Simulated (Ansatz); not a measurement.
# Rh (Fm-3m) in Ansatz: further runs

One crystal, Rh, is run at these levels: LDA; tasks: single point, equation of state.

Everything below comes from runs of Ansatz 0.2.0. Logs are shortened: lines on timing, memory, paths and dates and some standing lists are left out, and cuts for length are marked.

**Experimental background.**

“Thermal equation of state of rhodium characterized by XRD in a resistively heated diamond anvil cell”, 2024, pmc:11535440 quotes, for a bulk crystal of Rh: bulk modulus 264 ± 1 GPa.

The results are compared with them further down.

## Step 1: The structure

It takes space group Fm-3m (No. 225, cubic). The conventional cell has a = 3.796 Å, b = 3.796 Å, c = 3.796 Å, α = 90.00°, β = 90.00°, γ = 90.00°. Around Rh (site symmetry m-3m) lie 12 Rh at 2.68 Å.

## Step 2: Single point, LDA, 12.85 Å³/atom (volume scaled by 0.94)

File input.yaml:

```yaml
crystal:
  lattice:
    - [0.0, 1.8591074964, 1.8591074964]
    - [1.8591074964, 0.0, 1.8591074964]
    - [1.8591074964, 1.8591074964, 0.0]
  atoms:
    - { symbol: Rh, position: [0.0, 0.0, 0.0] }
kpoints:
  mp_grid: { grid: [12, 12, 12] }
scf:
  occupations: { method: fermi_dirac, width: 0.05 }
hamiltonian:
  xc: lda
  pseudopotentials: { kind: all_electron, lapw: { basis_error: 0.001 } }
output:
  forces: true
  stress: true
  eigenvalues: true
```

Potentials or basis: all-electron LAPW, scalar-relativistic.

Command:

```console
$ ansatz run input.yaml --threads 1 --pin off --max-ram 3072MiB --backend cpu --events-out ev --progress --plain --runs-dir out
```

Output:

```text
Warning: RAYON_NUM_THREADS=1 ignored (pool sized by the plan → 1); use --threads N
LAPW: plane waves up to 8.731 Å⁻¹, error target 1.0e-3 eV per atom; small_component_spin mean_spin; Rh in spheres of 1.315 Å, 27 of its electrons in bands, Dirac shells [] (how accurate: hamiltonian.pseudopotentials.lapw.basis_error, Limitations)
Engine: ansatz 0.2.0, x86_64-unknown-linux-gnu
Pseudopotentials: kind: all_electron
Pseudopotential: Rh, LAPW, valence charge 27, lapw/all_electron/scalar/gaussian/Rh, Koelling and Harmon's equation, gaussian nucleus
Functional definition: SPW92
  exchange = slater_x
  correlation = pw_c
Crystal: 1 atoms, lattice volume = 12.851 Å³
Basis set: ecut = 290.41813859262504 eV, 137 PW (Γ), exchange–correlation at level 2
Bands: 18, of which v1, the nominal top of the filled ones, is band 14 counted from 1 (13 counted from 0)
Symmetry: 48 space group operations
Space group: Fm-3m (ITA 225), of the structure as read, at distance tolerance 2.3e-5 Å
k-points: 72 of 1728
Non-local potential: Rh, projectors of the file, none
Initial density: superposition of atomic densities (chi_scale 0.1, normalization cell)
Initial wavefunctions: plane waves of lowest kinetic energy (no species holds an atomic orbital)
Functional: x = slater, c = lda
iter 1 solved again at ethr=3.66e-4 eV; its pass at ethr=1.00e-1 eV (dr2=9.89e-2 eV) is discarded
SCF iter   1: F=—  HF=-130063.727122 eV  |F-HF|=—  |Δ(HF+E_count)|=         —  Δρ=4.04e-2  dr2=9.94e-2  ethr=3.66e-4  ⟨swp⟩=3.0  Hψ=8495  notcnv=0
preconditioner: auto → none  [metal: Δε(μ)=0.070 eV  Ē_g=14.506 eV  σ=0.050 eV  W_gap=0.34  n_scr=8 (ndim 8)  ℏωp=31.1 eV  f_vac=0.000  D(μ)=0.55/eV (n_scr^D=0)  sad-step TF]
iter 2 solved again at ethr=1.17e-5 eV; its pass at ethr=3.66e-4 eV (dr2=3.16e-3 eV) is discarded
SCF iter   2: F=—  HF=-130063.237529 eV  |F-HF|=—  |Δ(HF+E_count)|=   4.90e-1  Δρ=5.70e-3  dr2=3.16e-3  ethr=1.17e-5  ⟨swp⟩=2.0  Hψ=6605  notcnv=0
SCF iter   3: F=—  HF=-130063.198860 eV  |F-HF|=—  |Δ(HF+E_count)|=         —  Δρ=6.15e-3  dr2=2.87e-3  ethr=1.17e-5  ⟨swp⟩=2.0  Hψ=3651  notcnv=0
the basis was enlarged: its passes take 435.6 KiB over the memory plan, 1 of 1 planned eigensolver slots
SCF iter   4: F=—  HF=-130063.196059 eV  |F-HF|=—  |Δ(HF+E_count)|=   2.80e-3  Δρ=8.89e-4  dr2=6.43e-5  ethr=1.06e-5  ⟨swp⟩=2.0  Hψ=3594  notcnv=0
SCF iter   5: F=—  HF=-130063.196036 eV  |F-HF|=—  |Δ(HF+E_count)|=   2.30e-5  Δρ=7.09e-5  dr2=3.99e-7  ethr=2.38e-7  ⟨swp⟩=2.0  Hψ=3596  notcnv=0
SCF iter   6: F=-130063.196036 eV  HF=-130063.196036 eV  |F-HF|=1.75e-9  |Δ(HF+E_count)|=   6.28e-8  Δρ=1.96e-6  dr2=2.18e-10  ethr=1.48e-9  ⟨swp⟩=2.3  Hψ=3620  notcnv=0
SCF 1 converged in 6 iterations: F = -130063.196036 eV  dr2 = 2.18e-10
SCF converged after 6 iterations
Free energy (F): -130063.196036 eV
Harris-Foulkes:  -130063.196036 eV  (|F-HF|=1.75e-9)
Internal energy: -130063.188815 eV  (E = F + TS)
E sigma→0 (E₀):  -130063.192425 eV
Entropy (-TS):   -0.007221 eV (-7.221 meV/atom)
Fermi energy:    26.444893 eV
--- Per-component energies (eV) ---
  E_band       = -2728.801817
  E_kinetic    = 135455.382885
  E_xc         = -3655.683097
  E_electrostatic = -261862.888603  (all electrons and nuclei)
  E_smearing   = -0.007221  (= −TS)
  E_closure    = 0.000000  (closes the sum)
  E_atoms      = -130054.476644  (free atoms, spherical and without spin; not in F)
  Σ components = -130063.196036   (vs F -130063.196036, Δ=0.00e0)
  Basis errors (estimates in eV, not in F): energy 2.0e-4 per atom: plane waves 1.6e-4 (1.2e-4 summed), levels above the bands 8.8e-174, relativity 5.5e-9, radial functions 3.5e-5, core shells 6.3e-7; eigenvalues (radial functions only) 5.9e-6; not estimated: angular momenta, meshes, grids; target (lapw.basis_error) 1.0e-3; muffin-tin radii Rh 1.315 Å
--- Forces (eV/Å), atoms counted from 1 ---
  atom   1  Rh    -0.00000000     0.00000000     0.00000000
  max |Σ_I F_I| component: 2.30e-31 eV/Å
--- Stress (GPa, compression-positive) ---
        9.630725      -0.000000      -0.000000
       -0.000000       9.630725      -0.000000
       -0.000000      -0.000000       9.630725
  P = ⅓ Tr σ = 9.6307 GPa (96.307 kbar)
--- Band table (eV; the first three rows and the last of 72) ---
  k-point 0: bands = ["-270.8233", "-270.8233", "-270.8233", "-270.7939", "-270.7939", "-52.5309", "-19.9552", "-19.9552", "-19.9552", "17.8658", "22.9638", "22.9638", "22.9638", "25.3218", "25.3218", "42.0904", "47.7402", "47.7402"]
  k-point 1: bands = ["-270.8233", "-270.8233", "-270.8233", "-270.7939", "-270.7939", "-52.5207", "-20.0201", "-19.9638", "-19.9638", "18.1611", "22.8302", "23.0811", "23.0811", "25.2553", "25.2553", "42.5387", "46.4589", "48.1927"]
  k-point 2: bands = ["-270.8233", "-270.8233", "-270.8233", "-270.7939", "-270.7939", "-52.4930", "-20.1957", "-19.9873", "-19.9873", "18.9365", "22.5983", "23.3193", "23.3193", "25.1949", "25.1949", "43.5651", "44.1784", "49.4643"]
  k-point 71: bands = ["-270.8233", "-270.8233", "-270.8233", "-270.7939", "-270.7939", "-52.3274", "-20.5690", "-20.5690", "-20.3070", "20.8299", "22.1825", "22.1825", "25.0501", "27.5392", "36.4965", "36.4965", "38.1502", "39.7595"]
```

Run time: 6.7 s. Hardware: 1 thread of AMD EPYC 7R43 (Zen 3), shared host; peak memory 0.31 GiB.

Results:

```
Free energy            : -130063.1960 eV
Pressure               : 9.6 GPa
Band gap on the k mesh : none (metal or under the smearing width)
```

## Step 3: Single point, LDA, 13.12 Å³/atom (volume scaled by 0.96)

Edit input.yaml of step 2 so:

```diff
@@ -2,5 +2,5 @@
   lattice:
-    - [0.0, 1.8591074964, 1.8591074964]
-    - [1.8591074964, 0.0, 1.8591074964]
-    - [1.8591074964, 1.8591074964, 0.0]
+    - [0.0, 1.8722002341, 1.8722002341]
+    - [1.8722002341, 0.0, 1.8722002341]
+    - [1.8722002341, 1.8722002341, 0.0]
   atoms:
```

Potentials or basis: all-electron LAPW, scalar-relativistic.

Command:

```console
$ ansatz run input.yaml --threads 1 --pin off --max-ram 3072MiB --backend cpu --events-out ev --progress --plain --runs-dir out
```

Wall time 8.5 s (1 thread of AMD EPYC 7R43 (Zen 3), shared host); peak memory 0.3 GiB.

Results (log left out):

```yaml
Free_energy: -130063.2061 eV
Pressure: 2.3 GPa
Band_gap_on_the_k_mesh: none (metal or under the smearing width)
```

## Step 4: Single point, LDA, 13.40 Å³/atom (volume scaled by 0.98)

Edit input.yaml of step 3 so:

```diff
@@ -2,5 +2,5 @@
   lattice:
-    - [0.0, 1.8722002341, 1.8722002341]
-    - [1.8722002341, 0.0, 1.8722002341]
-    - [1.8722002341, 1.8722002341, 0.0]
+    - [0.0, 1.8851123679, 1.8851123679]
+    - [1.8851123679, 0.0, 1.8851123679]
+    - [1.8851123679, 1.8851123679, 0.0]
   atoms:
```

Command:

```console
$ ansatz run input.yaml --threads 1 --pin off --max-ram 3072MiB --backend cpu --events-out ev --progress --plain --runs-dir out
```

Wall time 8.2 s (1 thread of AMD EPYC 7R43 (Zen 3), shared host); peak memory 0.3 GiB.

Results (log left out):

| Item | Value |
| --- | --- |
| Free energy | -130063.2044 eV |
| Pressure | -4.2 GPa |
| Band gap on the k mesh | none (metal or under the smearing width) |

## Step 5: Single point, LDA, 13.67 Å³/atom

Edit input.yaml of step 4 so:

```diff
@@ -2,5 +2,5 @@
   lattice:
-    - [0.0, 1.8851123679, 1.8851123679]
-    - [1.8851123679, 0.0, 1.8851123679]
-    - [1.8851123679, 1.8851123679, 0.0]
+    - [0.0, 1.89785, 1.89785]
+    - [1.89785, 0.0, 1.89785]
+    - [1.89785, 1.89785, 0.0]
   atoms:
```

Command:

```console
$ ansatz run input.yaml --threads 1 --pin off --max-ram 3072MiB --backend cpu --events-out ev --progress --plain --runs-dir out
```

It took 7.5 s on 1 thread of AMD EPYC 7R43 (Zen 3), shared host; peak memory 0.3 GiB.

The run converged. Its results:

* Free energy: -130063.1923 eV
* Pressure: -9.9 GPa
* Band gap on the k mesh: none (metal or under the smearing width)

## Step 6: Single point, LDA, 13.94 Å³/atom (volume scaled by 1.02)

Edit input.yaml of step 5 so:

```diff
@@ -2,5 +2,5 @@
   lattice:
-    - [0.0, 1.89785, 1.89785]
-    - [1.89785, 0.0, 1.89785]
-    - [1.89785, 1.89785, 0.0]
+    - [0.0, 1.9104189093, 1.9104189093]
+    - [1.9104189093, 0.0, 1.9104189093]
+    - [1.9104189093, 1.9104189093, 0.0]
   atoms:
```

Potentials or basis: all-electron LAPW, scalar-relativistic.

Command:

```console
$ ansatz run input.yaml --threads 1 --pin off --max-ram 3072MiB --backend cpu --events-out ev --progress --plain --runs-dir out
```

Run time: 7.6 s. Hardware: 1 thread of AMD EPYC 7R43 (Zen 3), shared host; peak memory 0.3 GiB.

Results (log left out):

* Free energy: -130063.1710 eV
* Pressure: -14.9 GPa
* Band gap on the k mesh: none (metal or under the smearing width)

## Step 7: Single point, LDA, 14.22 Å³/atom (volume scaled by 1.04)

Edit input.yaml of step 6 so:

```diff
@@ -2,5 +2,5 @@
   lattice:
-    - [0.0, 1.9104189093, 1.9104189093]
-    - [1.9104189093, 0.0, 1.9104189093]
-    - [1.9104189093, 1.9104189093, 0.0]
+    - [0.0, 1.9228245745, 1.9228245745]
+    - [1.9228245745, 0.0, 1.9228245745]
+    - [1.9228245745, 1.9228245745, 0.0]
   atoms:
```

Command:

```console
$ ansatz run input.yaml --threads 1 --pin off --max-ram 3072MiB --backend cpu --events-out ev --progress --plain --runs-dir out
```

Wall time 7.2 s (1 thread of AMD EPYC 7R43 (Zen 3), shared host); peak memory 0.3 GiB.

It converged, with:

| Property | Result |
| --- | --- |
| Free energy | -130063.1417 eV |
| Pressure | -19.3 GPa |
| Band gap on the k mesh | none (metal or under the smearing width) |

## Step 8: Single point, LDA, 14.49 Å³/atom (volume scaled by 1.06)

Edit input.yaml of step 7 so:

```diff
@@ -2,5 +2,5 @@
   lattice:
-    - [0.0, 1.9228245745, 1.9228245745]
-    - [1.9228245745, 0.0, 1.9228245745]
-    - [1.9228245745, 1.9228245745, 0.0]
+    - [0.0, 1.935072195, 1.935072195]
+    - [1.935072195, 0.0, 1.935072195]
+    - [1.935072195, 1.935072195, 0.0]
   atoms:
```

Command:

```console
$ ansatz run input.yaml --threads 1 --pin off --max-ram 3072MiB --backend cpu --events-out ev --progress --plain --runs-dir out
```

Wall time 7.6 s (1 thread of AMD EPYC 7R43 (Zen 3), shared host); peak memory 0.3 GiB.

The run converged. Its results:

```yaml
Free_energy: -130063.1054 eV
Pressure: -23.2 GPa
Band_gap_on_the_k_mesh: none (metal or under the smearing width)
```

## Step 9: Equation of state, LDA

Potentials or basis: all-electron LAPW, scalar-relativistic.

This step only gathers the single runs of the series.

What came out:

```
Equilibrium volume                      : 13.22 Å³/atom
Bulk modulus                            : 319 GPa
Pressure derivative of the bulk modulus : 5.1
```

Energy against volume, from the lowest point:
| volume (Å³/atom) | energy (meV/atom) |
| --- | --- |
| 12.851 | 10.05 |
| 13.125 | 0.00 |
| 13.398 | 1.72 |
| 13.671 | 13.82 |
| 13.945 | 35.06 |
| 14.218 | 64.35 |
| 14.492 | 100.70 |

## Step 10: Against experiment

Step 9. Against the measured bulk modulus of Rh, 264 GPa (quoted in “Thermal equation of state of rhodium characterized by XRD in a resistively heated diamond anvil cell”, 2024, pmc:11535440), the calculated 319 GPa is off by +20.9 %. The fit is for a static lattice scaled at fixed shape and fixed fractional positions.
